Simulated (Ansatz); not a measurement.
## AlFe3 in Ansatz: convergence with scf exx energy threshold

Input of the first run (scf exx energy threshold 0.01); the others differ in this setting and in those tied to it:

The input input.yaml:

```yaml
crystal:
  lattice:
    - [0.0, 2.8871421494, 2.8871421494]
    - [2.8871421494, 0.0, 2.8871421494]
    - [2.8871421494, 2.8871421494, 0.0]
  atoms:
    - { symbol: Fe, position: [0.75, 0.75, 0.75], spin: 3.0 }
    - { symbol: Fe, position: [0.25, 0.25, 0.25], spin: 3.0 }
    - { symbol: Fe, position: [0.5, 0.5, 0.5], spin: 3.0 }
    - { symbol: Al, position: [0.0, 0.0, 0.0] }
hamiltonian:
  xc: hse06
  pseudopotentials: { kind: paw }
magnetization:
  spin_polarized: true
kpoints:
  mp_grid: { grid: [4, 4, 4] }
scf:
  occupations: { method: fermi_dirac, width: 0.1 }
  exx: { energy_threshold: 0.01 }
output:
  forces: true
  stress: true
  eigenvalues: true
```

Potentials or basis: Ansatz PAW.

Launch:

```console
$ ansatz run input.yaml --threads 2 --pin off --max-ram 5632MiB --backend cpu --events-out ev --progress --plain --runs-dir out
```

The cell comes from a database or a generator and needn't be the stable form of this composition.

Hardware: 2 threads of Arm Neoverse V2, with other jobs on the host.

```
scf exx energy threshold  energy less the tightest run, at zero smearing (meV/atom)  pressure (GPa)  SCF cycles  CPU time (s)  peak memory (GiB)
                    0.01                                                       0.00            9.78          37            54               0.74
                   0.001                                                       0.00            9.78          37            53               0.74
                  0.0001                                                       0.00            9.78          37            52               0.74
                   1e-05                                                       0.00            9.87          42            56               0.74
                   1e-06                                                       0.00            9.87          44            58               0.74
                   1e-07                                                       0.00            9.87          48            63               0.75
```

Against the tightest run, the energy stays within 1 meV/atom from 0.01 on; the pressure stays within 0.1 GPa from 0.01 on. The tightest run that finished is the yardstick and may itself not be fully converged.

Caveat, for the tightest run too: the k mesh is coarse (spacing up to 0.47 Å⁻¹), so the values aren't converged, least of all with exact exchange; the magnetic or orbital state may not be the lowest; the PAW data sets come from PBE, with cores solved anew for the run's functional, which leaves a small shift of forces and pressure; the thresholds are loose for stress.
